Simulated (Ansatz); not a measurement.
Born–Oppenheimer molecular dynamics of a periodic cell of 28 atoms, Li27Cl (surface Li(110), adsorbate Cl). It starts from a partly relaxed structure (largest force component 0.08 eV/Å).

Theory: DFT PBE-D3(BJ), scalar-relativistic, plane waves, PAW (Ansatz 0.2.0). Settings: accuracy low, cutoff 420 eV, k mesh 2x2x1, fermi-dirac smearing 0.1 eV, no spin polarisation.

| Quantity | Value |
| --- | --- |
| ensemble | NVT, Nosé–Hoover chain |
| time step | 1 fs |
| steps asked | 170 |
| set temperature | 700 K |
| thermostat | time constant 100 fs, chain length 3 |
| atoms held | 1 to 9 |
| seed | 442380 |

First frame:

```xyz
28
Lattice="10.4700 0.0000 0.0000 5.2350 7.4034 0.0000 0.0000 0.0000 17.9356" Properties=species:S:1:pos:R:3
Li 0.000 0.000 1.000
Li 3.490 0.000 1.000
Li 6.980 0.000 1.000
Li 1.745 2.468 1.000
Li 5.235 2.468 1.000
Li 8.725 2.468 1.000
Li 3.490 4.936 1.000
Li 6.980 4.936 1.000
Li 10.470 4.936 1.000
Li -0.045 2.485 3.208
Li 3.433 2.583 3.226
Li 7.170 2.355 3.404
Li 1.639 4.995 3.280
Li 5.339 4.867 3.279
Li 8.725 4.940 3.263
Li 3.544 7.277 3.223
Li 7.019 7.384 3.198
Li 10.288 7.514 3.396
Li 0.099 -0.286 5.492
Li 2.958 0.238 5.844
Li 7.045 0.067 5.537
Li 1.642 2.737 5.503
Li 5.163 2.388 5.542
Li 9.279 2.205 5.880
Li 3.490 4.930 5.418
Li 7.162 4.562 5.542
Li 10.293 5.287 5.542
Cl 0.822 1.247 6.990
```

Q: What does the run give?

A: The run went to its last step.

* steps done: 170
* time covered: 170 fs
* mean temperature over the second half: 461 K
* spread of the potential energy over the second half: 7.5 meV per atom
* mean potential energy of the second half above the start: 39.2 meV per atom

The conserved energy stayed within 0.032 meV per atom of its start (net change 0.02 meV per atom), so the integration is sound. The mean temperature of the second half is 34 % below the set value. A run of 0.17 ps of so small a system gives no equilibrium averages. Limits of this set-up: coarse k mesh, thin slab, slab without dipole correction, low accuracy level.

Q: What happens to the structure?

A: Mean squared displacements from the first frame to the last: Li 0.32 Å², Cl 0.48 Å². This is one draw of velocities; another would differ in detail.

Q: How do temperature and energy run in time?

A: 
```tsv
time (fs)	T (K)	potential energy less start (eV)	conserved less start (meV/atom)
0.0	700	0.000	0.00
5.0	659	0.101	0.00
10.0	555	0.358	0.00
15.0	409	0.718	0.01
20.0	263	1.079	0.02
25.0	167	1.319	0.03
30.0	150	1.363	0.03
35.0	206	1.233	0.02
40.0	298	1.017	0.01
45.0	390	0.809	0.01
50.0	459	0.664	0.01
55.0	497	0.603	0.01
60.0	503	0.620	0.01
65.0	483	0.703	0.01
70.0	441	0.838	0.02
75.0	387	1.003	0.02
80.0	332	1.165	0.02
85.0	292	1.288	0.02
90.0	279	1.340	0.03
95.0	298	1.318	0.02
100.0	341	1.237	0.02
105.0	398	1.123	0.02
110.0	461	0.999	0.02
115.0	522	0.883	0.02
120.0	573	0.792	0.02
125.0	604	0.747	0.01
130.0	609	0.766	0.01
135.0	583	0.856	0.02
140.0	534	1.002	0.02
145.0	476	1.163	0.02
150.0	434	1.286	0.03
155.0	422	1.332	0.03
160.0	441	1.303	0.02
165.0	476	1.237	0.02
170.0	511	1.172	0.02
```

The run took 21 min on 2 threads of Arm Neoverse V1 (shared host), peak memory 2.1 GiB.
